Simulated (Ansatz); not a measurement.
**Zr (bcc)**

The computed numbers are results of PBE with spin–orbit coupling (two-component spinors) in the plane-wave PAW code Ansatz at 420 eV, 16×16×16 k-mesh, Gaussian smearing of 0.05 eV. The datasets are Ansatz's generated set soft_2.

```yaml
crystal:
  lattice:
    - [-1.78689, 1.78689, 1.78689]
    - [1.78689, -1.78689, 1.78689]
    - [1.78689, 1.78689, -1.78689]
  atoms:
    - { symbol: Zr, position: [0.00000, 0.00000, 0.00000] }
```

At room temperature and ambient pressure Zr is hcp.

Path: Γ–H–N–Γ–P–H | P–N, with Γ = (0.000, 0.000, 0.000), H = (0.500, -0.500, 0.500), N = (0.000, 0.000, 0.500), P = (0.250, 0.250, 0.250) in reciprocal vectors of the calculation's cell.

Problem. Is it a metal or an insulator, and if it has a gap, where are the band edges on this path?

Solution. A metal: bands cross the Fermi level.

Bands as a text map, energy in eV from the Fermi level (dashes), each leg drawn with the same width:
```
  2.86 |       *          *                                           
  2.57 |  *           *           *      *                            
  2.29 |    *         *  *                                            
  2.00 |   *  *        **          *                                  
  1.71 |   *                *           *              *            **
  1.43 |  *  *         *   * *      *  *                           *  
  1.14 |*****                 *     ****                          *   
  0.86 |                  *        **   *                        *    
  0.57 |    *           *      * ***     *                      *     
  0.29 |                 *      * *                   *        *      
  0.00 |-----------------*-------*--------*-------------------*-------
 -0.29 |     *            *    **          *   * ***        **        
 -0.57 |                *  ****             ******  **     **       **
 -0.86 |                                     *** *   *       *******  
 -1.14 |      *        *                     *    * *         *       
 -1.43 |                                           *  *        *      
 -1.71 |      **      *                                         *     
 -2.00 |        *    ****                   *          *              
 -2.29 |     *  *   **   *                              *        *    
 -2.57 |         ***      *                              **       **  
 -2.86 |                   *****           *                        **
 -3.14 |    *                   *                                     
 -3.43 |                                                              
 -3.71 |                         *        *                           
 -4.00 |   *                                                          
 -4.29 |                          *      *                            
 -4.57 |                           *                                  
 -4.86 |  *                             *                             
        Γ         H         N         Γ         P         HP         N
```

It took of the order of 40 core-seconds on a shared host.
